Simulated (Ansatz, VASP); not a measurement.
# Two plane-wave programs on Cu

```xyz
1
Lattice="-1.4962 1.4755 1.4017 1.4548 -1.4755 1.3574 1.4962 1.4755 -1.4017" Properties=species:S:1:pos:R:3 pbc="T T T"
Cu    0.0000    0.0000    0.0000
```

Change from the starting cell: strain -0.0300 x Voigt [0, 0, 0, 0, 1, 0], atoms carried along.

Alike in both runs: task single point; functional PBE; k mesh 30 × 30 × 30; occupations gaussian, width 0.15 eV; no spin polarisation.

|  | VASP | Ansatz |
| --- | --- | --- |
| version | VASP 6.6.1 | Ansatz 0.2.0 |
| potentials or method | VASP PAW PBE potentials, release 64 (Cu) | scalar-relativistic, plane waves, PAW |
| plane-wave cutoff (eV) | 520 | 420 |
| valence electrons in the cell | 11 | 19 |

Ansatz gave:

* gap on the k mesh at the Fermi level (eV): none
* pressure (GPa): 0.1
* largest component of the traceless stress (GPa): 2.55

Q: Estimate VASP's values.

A: gap on the k mesh at the Fermi level (eV): none; pressure (GPa): 0.7; largest component of the traceless stress (GPa): 2.50.

A gap of «none» marks a metal or a gap that the smearing closes. The two sets of potentials don't hold the same shells in valence.
